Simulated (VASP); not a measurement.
Crystal: BP.

```
P B
1.0
     0.00000    2.26900    2.26900
     2.26900    0.00000    2.26900
     2.26900    2.26900    0.00000
P B
1 1
Direct
  0.75000 0.75000 0.75000
  0.00000 0.00000 0.00000
```

Program: VASP 6.6.1. Alike in all runs: task band structure; potentials or basis VASP PAW PBE potentials, release 64 (P, B); no spin polarisation; cell as given; cutoff (eV) 520.

Q: Order these runs on this cell by their band gap on the k mesh, lowest first.
A. level HSE03; k mesh 8 × 8 × 8; smearing gaussian 0.02 eV; ladder free; grid for exact exchange (PRECFOCK) Fast
B. level r2SCAN; k mesh 10 × 10 × 10; smearing fermi-dirac 0.05 eV
C. level HSE06; k mesh 8 × 8 × 8; smearing gaussian 0.02 eV; ladder free; grid for exact exchange (PRECFOCK) Fast; screening parameter 0.2 1/A
D. level PBE0; k mesh 8 × 8 × 8; smearing gaussian 0.02 eV; ladder free; grid for exact exchange (PRECFOCK) Fast; exchange at q = 0 truncated
E. level revPBE; k mesh 10 × 10 × 10; smearing fermi-dirac 0.05 eV

A: E (1.24 eV), B (1.45 eV), A (1.82 eV), C (2.01 eV), D (2.68 eV).

A k mesh can miss the band edges.

Not every run made on this cell is shown here.
